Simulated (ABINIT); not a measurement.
Crystal: In.

```
In
1.0
     1.66964    0.96397    8.20746
    -1.66964    0.96397    8.20746
     0.00000   -1.92793    8.20746
In
3
Direct
  0.22199 0.22199 0.22199
  0.77801 0.77801 0.77801
  0.00000 0.00000 0.00000
```

This isn't the form of In at room conditions, which is tetragonal.

```yaml
Program: ABINIT 10.8.3 (patched build)
Task: relaxation of cell and atoms
Functional: LDA
Potentials_or_basis: JTH PAW LDA v2.0
Cutoff: 599 eV
k_mesh: 6 × 6 × 6
Occupations: fermi-dirac, width 0.05 eV
Spin: no spin polarisation
```

At the start: pressure -3.0 GPa; volume 26.42 Å³/atom.

Problem. Where does the relaxation end?

Solution. Over 9 steps the energy falls by 20.3 meV/atom and the volume is 24.57 Å³/atom (-7.0 %); space group R-3m (No. 166, to 0.05 Å).

Step by step:
| step | energy change (eV) | largest force (eV/Å) | pressure (GPa) | volume (Å³) |
| --- | --- | --- | --- | --- |
| 1 | 0.0000 | 0.0292 | -3.01 | 79.26 |
| 2 | -0.0138 | 0.0157 | -2.68 | 78.53 |
| 3 | -0.0180 | 0.3540 | 1.74 | 71.64 |
| 4 | -0.0449 | 0.1800 | -0.87 | 75.39 |
| 5 | -0.0531 | 0.0602 | -0.96 | 75.34 |
| 6 | -0.0599 | 0.0026 | -0.31 | 74.18 |
| 7 | -0.0608 | 0.0071 | 0.06 | 73.62 |
| 8 | -0.0610 | 0.0017 | 0.04 | 73.65 |
| 9 | -0.0610 | 0.0015 | 0.01 | 73.70 |

Final structure:
```
In
1.0
     1.64031    0.94703    7.90745
    -1.64031    0.94703    7.90745
     0.00000   -1.89406    7.90745
In
3
Direct
  0.22197 0.22197 0.22197
  0.77803 0.77803 0.77803
  0.00000 0.00000 0.00000
```

Caveat: the k mesh is coarse (spacing up to 0.36 Å⁻¹), so the values aren't converged.
